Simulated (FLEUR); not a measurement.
# Zn (Fm-3m) in FLEUR: convergence with lmax

Aim: find how far lmax must go before the results for Zn settle, at PBEsol. This setting moves, with any that are tied to it; all else stays.

All numbers are computed with FLEUR MaX-R8.1 (later development tree); they aren't measurements. Logs are shortened: lines on timing, memory, paths and dates and some standing lists are left out, and cuts for length are marked.

## 1. The crystal as given

The structure is cubic, space group Fm-3m (No. 225). The conventional cell has a = 3.930 Å, b = 3.930 Å, c = 3.930 Å, α = 90.00°, β = 90.00°, γ = 90.00°. Around Zn (site symmetry m-3m) lie 12 Zn at 2.78 Å.

This isn't the form of Zn at room conditions, which is hcp.

## 2. With lmax 4

The input, inp.xml:

```xml
<?xml version="1.0" encoding="UTF-8" standalone="no"?>
<fleurInput fleurInputVersion="0.39">
   <comment>
      Zn                                                                                                  
   </comment>
   <calculationSetup>
      <cutoffs Kmax="4.1" Gmax="12.7" GmaxXC="12.7" numbands="0"/>
      <scfLoop itmax="60" minDistance="0.00001" maxIterBroyd="15" imix="Anderson" alpha="0.05" precondParam="0.0" spinf="2.0" sdNocoIR="T"/>
      <coreElectrons ctail="T" frcor="F" kcrel="0" coretail_lmax="0"/>
      <xcFunctional name="PBEs" relativisticCorrections="F"/>
      <magnetism jspins="1"/>
      <soc l_soc="F" theta="0.0" phi="0.0" spav="F"/>
      <expertModes spex="0" secvar="F"/>
      <geometryOptimization l_f="T" forcealpha="1.0" forcemix="BFGS" epsdisp="0.0005" epsforce="0.0002"/>
      <ldaU l_linMix="F" mixParam="0.05" spinf="1.0"/>
   </calculationSetup>
   <cell>
      <bzIntegration valenceElectrons="20.0" mode="hist" fermiSmearingEnergy="0.00183747">
         <kPointListSelection listName="default-1"/>
         <!-- k-points included here -->
         <xi:include xmlns:xi="http://www.w3.org/2001/XInclude" href="kpts.xml"> </xi:include>
      </bzIntegration>
      <!-- symmetry operations included here -->
      <xi:include xmlns:xi="http://www.w3.org/2001/XInclude" href="sym.xml"> </xi:include>
      <bulkLattice scale="1.0">
         <bravaisMatrix>
            <row-1>    0.0000000000000000     3.7128885361870894     3.7128885361870894</row-1>
            <row-2>    3.7128885361870894     0.0000000000000000     3.7128885361870894</row-2>
            <row-3>    3.7128885361870894     3.7128885361870894     0.0000000000000000</row-3>
         </bravaisMatrix>
      </bulkLattice>
   </cell>
   <atomSpecies>
      <species name="Zinc (Zn)" element="Zn" atomicNumber="30">
         <mtSphere radius="2.43" gridPoints="803" logIncrement="0.015"/>
         <atomicCutoffs lmax="4" lnonsphr="3"/>
         <electronConfig flipSpins="F">
            <coreConfig>(1s1/2) (2s1/2) (2p1/2) (2p3/2)</coreConfig>
            <valenceConfig>(3s1/2) (3p1/2) (3p3/2) (4s1/2) (3d3/2) (3d5/2)</valenceConfig>
         </electronConfig>
         <energyParameters s="4" p="4" d="3" f="4"/>
         <lo type="SCLO" l="0" n="3" eDeriv="0"/>
         <lo type="SCLO" l="1" n="3" eDeriv="0"/>
         <lo type="SCLO" l="1" n="3" eDeriv="1"/>
         <lo type="HELO" l="2" n="4" eDeriv="0"/>
         <lo type="HELO" l="2" n="4" eDeriv="1"/>
         <lo type="SCLO" l="3" n="4" eDeriv="2"/>
      </species>
   </atomSpecies>
   <atomGroups>
      <atomGroup species="Zinc (Zn)">
         <relPos label="                   1">.0000000000 .0000000000 .0000000000</relPos>
         <force calculate="T" relaxXYZ="TTT"/>
      </atomGroup>
   </atomGroups>
   <output dos="F" band="F" slice="F">
      <checks vchk="F" cdinf="F"/>
      <bandDOS minEnergy="-.5*Htr" maxEnergy="0.5*Htr" sigma="0.015" storeEVData="T"/>
      <vacuumDOS vacdos="F" integ="F" star="F" nstars="0" locx1="0.0" locy1="0.0" locx2="0.0" locy2="0.0" nstm="0" tworkf="0.0"/>
      <unfoldingBand unfoldBand="F" supercellX="1" supercellY="1" supercellZ="1"/>
      <plotting iplot="0" polar="F">
         <plot TwoD="T" vec1="  1.0  0.0  0.0" vec2="  0.0  1.0  0.0" vec3="  0.0  0.0  1.0" zero="  0.0  0.0  0.0" file="plot"/>
      </plotting>
      <chargeDensitySlicing numkpt="0" minEigenval="0.0" maxEigenval="0.0" nnne="0" pallst="F"/>
      <specialOutput eonly="F"/>
      <moessbauerParams electricFieldGradient="T" isomerShift="T" coreHyperfine="T" valenceHyperfine="T"/>
      <magneticCircularDichroism mcd="F" energyLo="-10.0" energyUp="0.0"/>
   </output>
  <!-- We include the file relax.xml here to enable relaxations (see documentation) -->
  <xi:include xmlns:xi="http://www.w3.org/2001/XInclude" href="relax.xml"> <xi:fallback/> </xi:include>
</fleurInput>
```

The input, crystal.txt:

```
Zn
&input cartesian=F /
0.0000000000  1.9647760000  1.9647760000
1.9647760000  0.0000000000  1.9647760000
1.9647760000  1.9647760000  0.0000000000
1.8897261246
1.0 1.0 1.0

1
30 0.0000000000  0.0000000000  0.0000000000

&kpt div1=10 div2=10 div3=10 gamma=T /
```

Potentials or basis: all-electron, FLAPW.

The run is started by

```bash
inpgen -f crystal.txt -profile fastHighL
# inp.xml edited to the form shown
fleur_MPI
```

Standard output:

```text
Welcome to FLEUR        (www.flapw.de)
      MaX-Release 8.1          (www.max-centre.eu)

 ========== k-point set info ==========
 Selected k-point list: default-1
 k-point list type: mesh
 10 x 10 x 10
 Number of k points: 47

 ------------Calculation Setup---------------------------
 Number of MPI-tasks      :            1
 Number of PE/node        :            1
 Number of OMP-threads    :            1
 Most efficient MPI parallelization for:
           1          47
 Additional eigenvalue parallelization possible
 Number of basis functions:          171
 Approximate size of matrices (H+S) per k-point:         0.000 GB
 --------------------------------------------------------
 Iteration:     1   Distance:      10.57464674 me/bohr^3
 Iteration:     2   Distance:       8.56064794 me/bohr^3
 Iteration:     3   Distance:       3.68072261 me/bohr^3
 Iteration:     4   Distance:       2.89299056 me/bohr^3
 Iteration:     5   Distance:       2.38458848 me/bohr^3
 Iteration:     6   Distance:       0.26860304 me/bohr^3
 Iteration:     7   Distance:       0.35717577 me/bohr^3
 Iteration:     8   Distance:       0.01060487 me/bohr^3
 Iteration:     9   Distance:       0.00834807 me/bohr^3
 Iteration:    10   Distance:       0.00052997 me/bohr^3
 Iteration:    11   Distance:       0.00043891 me/bohr^3
 Iteration:    12   Distance:       0.00002508 me/bohr^3
 Iteration:    13   Distance:       0.00000295 me/bohr^3

 ********************************************************************
 Run finished successfully
 Stop message:
   Structural relaxation: Done
 ********************************************************************
```

out.xml (last iteration):

```text
<iteration numberForCurrentRun="   14" overallNumber="   14">
         <energyParameters units="Htr">
            <atomicEP atomType="1" spin="1" branch="4s" branchLowest="-4.32" branchHighest="1.11" value="0.1503592284"/>
            <atomicEP atomType="1" spin="1" branch="4p" branchLowest="-2.64" branchHighest="1.68" value="0.3237958494"/>
            <atomicEP atomType="1" spin="1" branch="3d" branchLowest="-9.99" branchHighest="0.09" value="0.0522082004"/>
            <atomicEP atomType="1" spin="1" branch="4f" branchLowest="-9.99" branchHighest="3.28" value="0.6647851210"/>
            <loAtomicEP atomType="1" spin="1" branch="3s" branchLowest="-42.10" branchHighest="-4.32" value="-4.3166595948"/>
            <loAtomicEP atomType="1" spin="1" branch="3p" branchLowest="-36.44" branchHighest="-2.64" value="-2.6390132946"/>
            <loAtomicEP atomType="1" spin="1" branch="3p" branchLowest="-36.44" branchHighest="-2.64" value="-2.6390132946"/>
            <heloAtomicEP atomType="1" spin="1" branch="4d" branchLowest="2.11" branchHighest="2.11" value="2.1104701913"/>
            <heloAtomicEP atomType="1" spin="1" branch="4d" branchLowest="2.11" branchHighest="2.11" value="2.1104701913"/>
            <loAtomicEP atomType="1" spin="1" branch="4f" branchLowest="-9.99" branchHighest="3.28" value="0.6647868916"/>
         </energyParameters>
         <eigenvalues>
            <eigenvaluesAt spin="1" ikpt="1" k_x="0.00000000" k_y="0.00000000" k_z="0.00000000">
                      -4.3167334884       -2.6373420544       -2.6373420544       -2.6373420544       -0.0604290138
                       0.0401650404        0.0401650404        0.0401650404        0.0541187409        0.0541187409
                       0.9303927667        0.9303927667        0.9303927667        1.0021237124        1.0836893662
                       1.0836893662
            </eigenvaluesAt>
            <eigenvaluesAt spin="1" ikpt="2" k_x="0.00000000" k_y="0.00000000" k_z="0.10000000">
                      -4.3167266263       -2.6374152467       -2.6373607497       -2.6373607497       -0.0494238833
                       0.0389161315        0.0411231470        0.0411231470        0.0534575541        0.0534575541
                       0.8275624004        0.8919720149        0.8919720149        0.9785452733        1.0841072172
                       1.0841072172
            </eigenvaluesAt>
            <eigenvaluesAt spin="1" ikpt="3" k_x="0.00000000" k_y="0.00000000" k_z="0.20000000">
                      -4.3167085019       -2.6376059286       -2.6373886784       -2.6373886784       -0.0188771384
                       0.0388202725        0.0427799049        0.0427799049        0.0530779663        0.0530779663
                       0.6651614692        0.8817487030        0.8817487030        0.9760845811        1.0790669267
                       1.0790669267
            </eigenvaluesAt>
            <eigenvaluesAt spin="1" ikpt="4" k_x="0.00000000" k_y="0.00000000" k_z="0.30000000">
                      -4.3166857884       -2.6378472650       -2.6374257667       -2.6374257667        0.0091156354
                       0.0422834454        0.0422834454        0.0579246599        0.0579246599        0.0639198075
                       0.5076480908        0.8592885834        0.8592885834        0.9639712839        1.0495045659
                       1.0495045659
            </eigenvaluesAt>
         </eigenvalues>
         <bandgap value="0.0106292798" units="eV"/>
         <sumValenceSingleParticleEnergies value="-23.6733524102" units="Htr"/>
         <FermiEnergy value="0.3258251874" units="Htr"/>
         <valenceDensity>
            <mtCharges spin="1">
               <mtCharge atomType="1" total="18.9779844" s="2.6718365" p="6.5087665" d="9.7851377" f="0.0104019"/>
            </mtCharges>
            <spinDependentCharge spin="1" total="20.0000000" interstitial="1.0220156" mtSpheres="18.9779844"/>
            <totalCharge value="20.0000000000"/>
         </valenceDensity>
         <coreStates atomType="     1" atomicNumber=" 30" spin="1" kinEnergy="   1575.6244292851" eigValSum="  -1001.4073433956" lostElectrons=" 0.000000">
            <state n="1" l="0" j="0.5" energy="-349.2468230065" weight="1.0000000000"/>
            <state n="2" l="0" j="0.5" energy="-42.0993294119" weight="1.0000000000"/>
            <state n="2" l="1" j="0.5" energy="-37.0365916652" weight="1.0000000000"/>
            <state n="2" l="1" j="1.5" energy="-36.1604638071" weight="2.0000000000"/>
         </coreStates>
         <allElectronCharges>
            <spinDependentCharge spin="1" total="30.0000000" interstitial="1.0220156" mtSpheres="28.9779844"/>
            <totalCharge value="30.0000000003"/>
         </allElectronCharges>
         <moessbauerParams unitsHFF="kG" unitsIS="e/bohr^3" unitsEFG="Htr/bohr^2">
            <coreIsomerShift atomType="1" isTotal="24823.02425">
               <shell n="1" l="0" isomerShift="22582.08147"/>
               <shell n="2" l="0" isomerShift="2224.06006"/>
               <shell n="2" l="1" isomerShift="16.88273"/>
            </coreIsomerShift>
            <isomerShift atomType="1" nucleusRadius="0.0000952" averageDensity="25166.07997"/>
            <electricFieldGradient atomType="1" VXX="0.00000" VYY="0.00000" VZZ="0.00000" asymParam="0.00000">
            </electricFieldGradient>
         </moessbauerParams>
         <totalEnergy                                    value="    -1794.7205184520" units="Htr">
            <sumOfEigenvalues                            value="    -1025.0806958058">
               <coreElectrons value="-1001.4073433956"/>
               <valenceElectrons value="-23.6733524102"/>
            </sumOfEigenvalues>
            <densityCoulombPotentialIntegral value="-2760.3934080872"/>
            <densityEffectivePotentialIntegral value="-2852.4711541740"/>
            <chargeDenXCDenIntegral value="-70.2269661728"/>
            <FockExchangeEnergyValence value="0.0000000000"/>
            <FockExchangeEnergyCore value="0.0000000000"/>
            <atomTypeDependentContributions atomType="1">
               <electronNucleiInteractionDifferentMTs value="2160.6449630568"/>
               <MadelungTerm value="-11.0423435471"/>
            </atomTypeDependentContributions>
            <tkbTimesEntropy value="0.0001520286"/>
            <freeEnergy value="-1794.7206704806"/>
            <extrapolationTo0K value="-1794.7205944663"/>
         </totalEnergy>
         <totalForcesOnRepresentativeAtoms units="Htr/bohr">
            <forceTotal atomType="1" x="0.000000" y="0.000000" z="0.000000" F_x="0.00000000" F_y="0.00000000" F_z="0.00000000"/>
         </totalForcesOnRepresentativeAtoms>
      </iteration>
```

Run time: 8.6 s. Hardware: 1 thread of Arm Neoverse V1, shared host; peak memory 0.05 GiB.

Results:

```
Free energy                                           : -48836.8374 eV
Band gap on the k mesh                                : none (metal or under the smearing width)
Valence electrons inside the program's atomic spheres : Zn 18.98 (radii Zn 2.43 bohr)
```

## 3. With lmax 5

Edit inp.xml of step 2 so:

```diff
@@ -35,3 +35,3 @@
          <mtSphere radius="2.43" gridPoints="803" logIncrement="0.015"/>
-         <atomicCutoffs lmax="4" lnonsphr="3"/>
+         <atomicCutoffs lmax="5" lnonsphr="3"/>
          <electronConfig flipSpins="F">
```

crystal.txt is that of step 2.

Potentials or basis: all-electron, FLAPW.

The run is started by

```bash
inpgen -f crystal.txt -profile fastHighL
# inp.xml edited to the form shown
fleur_MPI
```

Run time: 9 s. Hardware: 1 thread of Arm Neoverse V1, shared host; peak memory 0.05 GiB.

Results:

| Quantity | Value |
| --- | --- |
| Free energy | -48836.6736 eV |
| Band gap on the k mesh | none (metal or under the smearing width) |
| Valence electrons inside the program's atomic spheres | Zn 18.98 (radii Zn 2.43 bohr) |

## 4. With lmax 6

Edit inp.xml of step 3 so:

```diff
@@ -35,3 +35,3 @@
          <mtSphere radius="2.43" gridPoints="803" logIncrement="0.015"/>
-         <atomicCutoffs lmax="5" lnonsphr="3"/>
+         <atomicCutoffs lmax="6" lnonsphr="4"/>
          <electronConfig flipSpins="F">
```

crystal.txt is that of step 3.

The run is started by

```bash
inpgen -f crystal.txt -profile fastHighL
# inp.xml edited to the form shown
fleur_MPI
```

It took 10 s on 1 thread of Arm Neoverse V1, shared host; peak memory 0.05 GiB.

Results:

| Property | Result |
| --- | --- |
| Free energy | -48836.6606 eV |
| Band gap on the k mesh | none (metal or under the smearing width) |
| Valence electrons inside the program's atomic spheres | Zn 18.98 (radii Zn 2.43 bohr) |

## 5. With lmax 7

Edit inp.xml of step 4 so:

```diff
@@ -35,3 +35,3 @@
          <mtSphere radius="2.43" gridPoints="803" logIncrement="0.015"/>
-         <atomicCutoffs lmax="6" lnonsphr="4"/>
+         <atomicCutoffs lmax="7" lnonsphr="5"/>
          <electronConfig flipSpins="F">
```

crystal.txt is that of step 4.

The run is started by

```bash
inpgen -f crystal.txt -profile fastHighL
# inp.xml edited to the form shown
fleur_MPI
```

Run time: 11 s. Hardware: 1 thread of Arm Neoverse V1, shared host; peak memory 0.05 GiB.

What came out:

```yaml
Free_energy: -48836.6600 eV
Band_gap_on_the_k_mesh: none (metal or under the smearing width)
Valence_electrons_inside_the_program's_atomic_spheres: Zn 18.98 (radii Zn 2.43 bohr)
```

## 6. With lmax 8

Edit inp.xml of step 5 so:

```diff
@@ -35,3 +35,3 @@
          <mtSphere radius="2.43" gridPoints="803" logIncrement="0.015"/>
-         <atomicCutoffs lmax="7" lnonsphr="5"/>
+         <atomicCutoffs lmax="8" lnonsphr="6"/>
          <electronConfig flipSpins="F">
```

crystal.txt is that of step 5.

Potentials or basis: all-electron, FLAPW.

The run is started by

```bash
inpgen -f crystal.txt -profile fastHighL
# inp.xml edited to the form shown
fleur_MPI
```

Run time: 13 s. Hardware: 1 thread of Arm Neoverse V1, shared host; peak memory 0.05 GiB.

Results:

```
Free energy                                           : -48836.6607 eV
Band gap on the k mesh                                : none (metal or under the smearing width)
Valence electrons inside the program's atomic spheres : Zn 18.98 (radii Zn 2.43 bohr)
```

## 7. With lmax 10

Edit inp.xml of step 6 so:

```diff
@@ -35,3 +35,3 @@
          <mtSphere radius="2.43" gridPoints="803" logIncrement="0.015"/>
-         <atomicCutoffs lmax="8" lnonsphr="6"/>
+         <atomicCutoffs lmax="10" lnonsphr="8"/>
          <electronConfig flipSpins="F">
```

crystal.txt is that of step 6.

The run is started by

```bash
inpgen -f crystal.txt -profile fastHighL
# inp.xml edited to the form shown
fleur_MPI
```

It took 17 s on 1 thread of Arm Neoverse V1, shared host; peak memory 0.06 GiB.

Results:

| Property | Result |
| --- | --- |
| Free energy | -48836.6613 eV |
| Band gap on the k mesh | none (metal or under the smearing width) |
| Valence electrons inside the program's atomic spheres | Zn 18.98 (radii Zn 2.43 bohr) |

## 8. With lmax 12

Edit inp.xml of step 7 so:

```diff
@@ -35,3 +35,3 @@
          <mtSphere radius="2.43" gridPoints="803" logIncrement="0.015"/>
-         <atomicCutoffs lmax="10" lnonsphr="8"/>
+         <atomicCutoffs lmax="12" lnonsphr="8"/>
          <electronConfig flipSpins="F">
```

crystal.txt is that of step 7.

The run is started by

```bash
inpgen -f crystal.txt -profile fastHighL
# inp.xml edited to the form shown
fleur_MPI
```

It took 23 s on 1 thread of Arm Neoverse V1, shared host; peak memory 0.07 GiB.

What came out:

```
Free energy                                           : -48836.6613 eV
Band gap on the k mesh                                : none (metal or under the smearing width)
Valence electrons inside the program's atomic spheres : Zn 18.98 (radii Zn 2.43 bohr)
```

## 9. Summary

| lmax | energy less the tightest run, at zero smearing (meV/atom) | SCF cycles | CPU time (s) | peak memory (GiB) |
| --- | --- | --- | --- | --- |
| 4 | -176.10 | 14 | 8.6 | 0.05 |
| 5 | -12.27 | 14 | 9 | 0.05 |
| 6 | 0.71 | 14 | 10 | 0.05 |
| 7 | 1.27 | 14 | 11 | 0.05 |
| 8 | 0.59 | 14 | 13 | 0.05 |
| 10 | -0.04 | 14 | 17 | 0.06 |
| 12 | 0.00 | 14 | 23 | 0.07 |

Against the tightest run, the energy stays within 1 meV/atom from 8 on. The tightest run that finished is the yardstick and may itself not be fully converged.
